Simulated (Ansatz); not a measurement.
# Te2Pt: the cost of one run

Method: DFT PBE, scalar-relativistic, plane waves, PAW, in Ansatz 0.2.0.

The COD entry's cell or inner coordinates are ideal or old and differ from later refinements, so a difference from it is no clean test against experiment.

31 further runs of the same task are left out: 31 set aside as unsound or not needed. Runs told in other sessions of the task aren't counted.

## (1) Starting point

It takes space group P-3m1 (No. 164, trigonal). The conventional cell has a = 4.089 Å, b = 4.089 Å, c = 5.388 Å, α = 90.00°, β = 90.00°, γ = 120.00°. Te (site symmetry 3m) has 3 Pt at 2.73 Å in its first shell of neighbours. Around Pt (site symmetry -3m) lie 6 Te at 2.73 Å.

Coordinates:

```cif
data_structure
_symmetry_space_group_name_H-M 'P 1'
_symmetry_Int_Tables_number 1
_cell_length_a 4.0886
_cell_length_b 4.0886
_cell_length_c 5.3885
_cell_angle_alpha 90.000
_cell_angle_beta 90.000
_cell_angle_gamma 120.000
_cell_volume 78.01
loop_
_atom_site_label
_atom_site_type_symbol
_atom_site_fract_x
_atom_site_fract_y
_atom_site_fract_z
_atom_site_occupancy
Te1 Te 0.33333 0.66667 0.25287 1
Te2 Te 0.66667 0.33333 0.74713 1
Pt1 Pt 0.00000 0.00000 0.00000 1
```

This cell was relaxed beforehand with the same method: volume 26.00 Å³/atom, gap on the mesh none (metal).

## (2) The scan

The energy is mapped over volume and a fixed ferromagnetic moment.

The axes are (1) volume per atom: 7 values from 19.50 to 32.50 Å³; (2) total spin moment of the cell, held fixed: 9 values from 0.000 to 0.500 μB.

Nothing else is relaxed (shape and fractional coordinates fixed). Points are written as (first, second).

## (3) Grid point (19.50 Å³, 0.375 μB)

The input, input.yaml:

```yaml
crystal:
  lattice:
    - [3.7147212875, 0.0, 0.0]
    - [-1.8573606437, 3.217043003, 0.0]
    - [0.0, 0.0, 4.8957282819]
  atoms:
    - { symbol: Te, position: [0.3333333333, 0.6666666667, 0.2528728645] }
    - { symbol: Te, position: [0.6666666667, 0.3333333333, 0.7471271355] }
    - { symbol: Pt, position: [0.0, 0.0, 0.0], spin: 0.375 }
basis:
  ecutwfc: 420
kpoints:
  mp_grid: { grid: [12, 12, 8] }
hamiltonian:
  xc: pbe
  pseudopotentials: { kind: paw, azcp: { folder: soft_1 } }
scf:
  occupations: { method: gaussian, width: 0.15 }
  lower_state_search: "off"
output:
  forces: true
  stress: true
  eigenvalues: true
  populations: true
magnetization:
  spin_polarized: true
  initial_magnetization: 0.375
  spin_locking: { lock_magnetization: hard }
```

Started as:

```sh
> ansatz run input.yaml --threads 2 --pin off --max-ram 4096MiB --backend cpu --events-out ev --progress --plain --runs-dir out
```

Q: Estimate wall time and peak memory on 2 threads of Arm Neoverse N1, shared host.

About 31 s, with a peak of 0.54 GiB.
